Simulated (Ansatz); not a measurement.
A run of Ansatz 0.2.0 is set up as follows.

Contents of input.yaml:

```yaml
crystal:
  lattice:
    - [3.076, 0.0, 0.0]
    - [-1.538, 2.663894142, 0.0]
    - [0.0, 0.0, 5.048]
  atoms:
    - { symbol: Si, position: [0.6666666667, 0.3333333333, 0.5] }
    - { symbol: Si, position: [0.3333333333, 0.6666666667, 0.0] }
    - { symbol: C, position: [0.6666666667, 0.3333333333, 0.885] }
    - { symbol: C, position: [0.3333333333, 0.6666666667, 0.385] }
hamiltonian:
  xc: pbe
  pseudopotentials: { kind: paw }
  dispersion: d3bj
kpoints:
  mp_grid: { grid: [10, 10, 5] }
scf:
  occupations: { method: fermi_dirac, width: 0.05 }
output:
  forces: true
  stress: true
relax:
  f_tol: 0.01
  max_steps: 40
  cell: { stress_tol: 0.05 }
```

Potentials or basis: Ansatz PAW.

Command:

```bash
$ ansatz run input.yaml --threads 2 --pin off --max-ram 5632MiB --backend cpu --events-out ev --progress --plain --runs-dir out
```

Question: Predict the space group after relaxing (to 0.05 Å).

Answer: P6_3mc (No. 186).

Question: Estimate the relaxed volume.

Answer: 10.28 Å³/atom.

Question: Estimate the relaxed cell.

Answer: a = 3.070 Å, b = 3.070 Å, c = 5.038 Å, α = 90.00°, β = 90.00°, γ = 120.00°.

Final structure:
```
CELL_PARAMETERS angstrom
3.07022 0.00000 0.00000
-1.53511 2.65889 0.00000
0.00000 0.00000 5.03830
ATOMIC_POSITIONS crystal
Si 0.66667 0.33333 0.50460
Si 0.33333 0.66667 0.00460
C 0.66667 0.33333 0.88040
C 0.33333 0.66667 0.38040
```
